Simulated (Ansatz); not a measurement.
Zr3Si2 (P4/mbm): electronic heat capacity and spin susceptibility from the density of states

Method: DFT PBEsol, scalar-relativistic, plane waves, PAW (Ansatz).

Settings: cutoff 420 eV, Γ-centred mesh 6×6×10 on the computed 10-atom cell, Gaussian smearing of 0.10 eV; no spin polarisation.

Relaxed cell: P4/mbm, a = 7.066 Å, b = 7.066 Å, c = 3.644 Å, α = 90.00°, β = 90.00°, γ = 90.00°, 10 atoms in the primitive cell. Whether it is the stable form of this composition wasn't checked.

The density of states at the Fermi level is 8.146 states/eV in the cell of 10 atoms (2 formula units; both spins, tetrahedra on a 9×9×15 mesh).

**Question.** What Sommerfeld coefficient and Pauli susceptibility does this give?

**Answer.** Per formula unit N(E_F) = 4.073 states/eV. γ = (π²/3) k_B² N(E_F) N_A = 2.357 mJ/(mol K²) per state/eV, so γ = 9.6 mJ/(mol K²), a mole of formula units. χ_P = μ_B² N(E_F) N_A = 3.23×10⁻⁵ emu/mol per state/eV gives 13.2×10⁻⁵ emu/mol. This is the bare band result: a measured γ of the same phase is as a rule larger by a factor 1 + λ from phonons and spin fluctuations, the spin part of χ is larger by the Stoner factor, and a measured χ also holds orbital and core terms. N(E_F) at one energy is sensitive to the mesh where the density of states has sharp peaks.

Cost: 1 run of about 4.2 core-minutes, on Arm Neoverse V1 (shared hosts).